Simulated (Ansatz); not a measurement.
**TiO2: the band gap up the ladder of functionals**

The task here is to estimate one member of a computed series from the others.

Program: Ansatz 0.2.0. PAW datasets, plane waves. (Calculated; spin-unpolarised; the phase may be known or hypothetical.)

## The cell

The cell was relaxed beforehand with r2SCAN.

It is hexagonal, P6_422 (No. 181); a = 5.711 Å, c = 6.274 Å in the conventional setting, 19.69 Å³ an atom. Near Ti stand 4 O at 1.81 Å; near O stand 2 Ti at 1.81 Å.

Coordinates:

```
CELL_PARAMETERS angstrom
5.71050 0.00000 0.00000
-2.85525 4.94544 0.00000
0.00000 0.00000 6.27423
ATOMIC_POSITIONS crystal
Ti 0.50001 0.50001 0.00000
Ti 0.00000 0.49999 0.66667
Ti 0.49999 0.00000 0.33333
O 0.21244 0.42486 0.83333
O 0.57514 0.78758 0.16666
O 0.21242 0.78756 0.49999
O 0.42486 0.21244 0.16667
O 0.78756 0.21242 0.50001
O 0.78758 0.57514 0.83334
```

Set-up of the first run:

input.yaml reads:

```yaml
crystal:
  lattice:
    - [5.7105039791, 0.0, 0.0]
    - [-2.8552519895, 4.9454415143, 0.0]
    - [0.0, 0.0, 6.2742272268]
  atoms:
    - { symbol: Ti, position: [0.5000056298, 0.5000056298, 0.0] }
    - { symbol: Ti, position: [0.0, 0.4999943702, 0.6666666667] }
    - { symbol: Ti, position: [0.4999943702, 0.0, 0.3333333333] }
    - { symbol: O, position: [0.2124422673, 0.424862849, 0.8333256009] }
    - { symbol: O, position: [0.575137151, 0.7875794183, 0.1666589342] }
    - { symbol: O, position: [0.2124205817, 0.7875577327, 0.4999922675] }
    - { symbol: O, position: [0.424862849, 0.2124422673, 0.1666743991] }
    - { symbol: O, position: [0.7875577327, 0.2124205817, 0.5000077325] }
    - { symbol: O, position: [0.7875794183, 0.575137151, 0.8333410658] }
kpoints:
  mp_grid: { grid: [6, 6, 4] }
  band_path:
    path:
      - [[0.0, 0.0, 0.0], [0.5, -5.299464661837e-18, -8.416701657775e-20], [0.3333333333333, 0.3333333333333, -2.655217325216e-19], [0.0, 0.0, 0.0], [4.771069832627e-36, 1.706561213245e-35, 0.5], [0.5, -5.412124945872e-18, 0.5], [0.3333333333333, 0.3333333333333, 0.5], [4.771069832627e-36, 1.706561213245e-35, 0.5]]
      - [[0.5, -5.412124945872e-18, 0.5], [0.5, -5.299464661837e-18, -8.416701657775e-20]]
      - [[0.3333333333333, 0.3333333333333, 0.5], [0.3333333333333, 0.3333333333333, -2.655217325216e-19]]
    npoints: 10
hamiltonian:
  xc: pbe
scf:
  occupations: { method: fermi_dirac, width: 0.02 }
  n_extra_bands: 6
output:
  forces: true
  stress: true
  eigenvalues: true
  write_density: true
  write_potential: true
  elf: true
  volumetric_format: npy
```

Command:

```bash
$ ansatz run input.yaml --threads 2 --pin off --max-ram 20275MiB --backend cpu --events-out ev --progress --plain --runs-dir out
```

Steps of the session up to this table: PBE bands along the symmetry lines; r2SCAN; Single point with HSE06; PBE0.

One of the session's tables, all rows but one given; the rest of the session is left out.

```
 level  gap (eV)
   PBE      3.46
r2SCAN      3.90
 HSE06         ?
  PBE0      5.83
```

Q: Estimate the row for HSE06 from the others.

**Answer.** gap (eV): 5.07. In the column «gap (eV)» it lies between r2SCAN (3.90) and PBE0 (5.83).

Meshes: PBE 6×6×4, r2SCAN 6×6×4, HSE06 6×6×2, PBE0 6×6×2

PBE reaches 68 % of the HSE06 value, and r2SCAN 77 %. PBE0 lies 0.76 eV above HSE06, which differs from it by screening the long-range exchange.

To keep in mind: Warnings in the runs' records: near symmetry operation missed by atoms, stress scf threshold loose, stress exchange threshold loose.
